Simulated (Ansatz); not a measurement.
A crystal relaxed with r2SCAN in Ansatz has space group Fm-3m (No. 225) and a = 6.459 Å.

```
atom  site       x       y       z
  Xx    4a  0.0000  0.0000  0.0000
   I    4b  0.5000  0.0000  0.0000
```

The r2SCAN gap is direct at Γ: 4.45 eV. HSE06 gives a direct gap of 4.69 eV at Γ. Meshes: r2SCAN 8×8×8, HSE06 6×6×6. r2SCAN's ε∞ is 3.2 in all directions.

Task: Which element is Xx?
A. H
B. Na
C. Rb
D. K

Result: B. Xx is Na: rocksalt NaI. Around Na lie 6 I at 3.23 Å; around I lie 6 Na at 3.23 Å.

Spin-unpolarised throughout; all numbers are computed.

Spin-orbit coupling is left out, which matters wherever the heavy atoms make up the band edges.
